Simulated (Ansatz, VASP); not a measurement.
## Mg2Ge2N: VASP beside Ansatz

```xyz
5
Lattice="3.3866 0.0000 0.0000 -1.6933 2.9329 0.0000 0.0000 0.0000 9.8755" Properties=species:S:1:pos:R:3 pbc="T T T"
Mg    0.0000    1.9553    0.0000
Mg    0.0000    0.0000    4.9378
Ge    0.0000    0.0000    2.1887
Ge    0.0000    0.0000    7.6868
N     0.0000    1.9553    4.9378
```

Alike in both runs: functional PBE; k mesh 6 × 6 × 4; occupations gaussian, width 0.1 eV; no spin polarisation.

Ansatz relaxed the structure, and its values are those at the end. VASP's run is a single point on that final structure, the one shown.

```csv
,VASP,Ansatz
version,VASP 6.6.1,Ansatz 0.2.0
potentials or method,"VASP PAW PBE potentials, release 64 (Mg, Ge_d, N)","scalar-relativistic, plane waves, PAW"
plane-wave cutoff (eV),520,420
valence electrons in the cell,37,53
```

```tsv
	VASP	Ansatz	Ansatz less VASP
gap on the k mesh at the Fermi level (eV)	none	none	-
pressure (GPa)	0.0	0.0	+0.06
```

A gap of «none» marks a metal or a gap that the smearing closes. With one functional, cell and mesh, what is left measures potentials, basis and numerics. The two sets of potentials don't hold the same shells in valence.
